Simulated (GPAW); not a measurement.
## AlNi3: single point with PBEsol

AlNi3:

```
Ni Al
1.0
     3.52305    0.00000    0.00000
     0.00000    3.52305    0.00000
     0.00000    0.00000    3.52305
Ni Al
3 1
Direct
  0.50000 0.50000 0.00000
  0.50000 0.00000 0.50000
  0.00000 0.50000 0.50000
  0.00000 0.00000 0.00000
```

The cell is a database's computed one.

```yaml
Program: GPAW 26.7.0
Task: single point
Functional: PBEsol
Potentials_or_basis: PAW data sets generated in the run's folder for this functional
Cutoff: 600 eV
Basis: pw
k_mesh: 8 × 8 × 8
Occupations: fermi-dirac, width 0.05 eV
Spin: collinear spin, ferromagnetic start
Starting_moments: "[1.0, 1.0, 1.0, 0.0] μB"
Maxiter: 150
```

```yaml
Pressure: 1.4 GPa
Band_gap_on_the_k_mesh: none (metal or under the smearing width)
Net_moment: 0.67 μB per cell
Site_moments: Ni +0.25; Al -0.01 μB
```

Levels at points of the mesh, in eV from the Fermi level:
Spin up:
```
           k point  band 23  band 24  band 25  band 26  band 27  band 28  band 29  band 30
(0.00, 0.00, 0.00)    -0.02    -0.02    -0.02     0.76     0.76     0.76     6.79     6.79
(0.50, 0.00, 0.00)    -1.21    -1.08    -0.49    -0.02     5.61     5.61     5.70     5.70
(0.50, 0.50, 0.00)    -1.26    -1.00    -0.97    -0.59     0.93     0.93     8.28     8.28
(0.50, 0.50, 0.50)    -1.08    -1.08    -0.41    -0.21    -0.21    -0.21     3.71     4.20
```
Spin down:
```tsv
k point	band 22	band 23	band 24	band 25	band 26	band 27	band 28	band 29
(0.00, 0.00, 0.00)	0.04	0.37	0.37	0.37	0.74	0.74	0.74	6.88
(0.50, 0.00, 0.00)	-0.98	-0.98	-0.85	-0.29	0.37	5.67	5.67	5.76
(0.50, 0.50, 0.00)	-1.17	-1.13	-0.78	-0.64	-0.46	1.20	1.20	8.33
(0.50, 0.50, 0.50)	-1.18	-0.90	-0.90	-0.42	0.13	0.13	0.13	3.81
```

Wall time 37 s on 1 thread of AMD EPYC 9R45 96-Core Processor (Zen 5) (shared host), peak memory 0.24 GiB.

Caveat: the stock nickel data set gives pressures a few GPa off other programs.
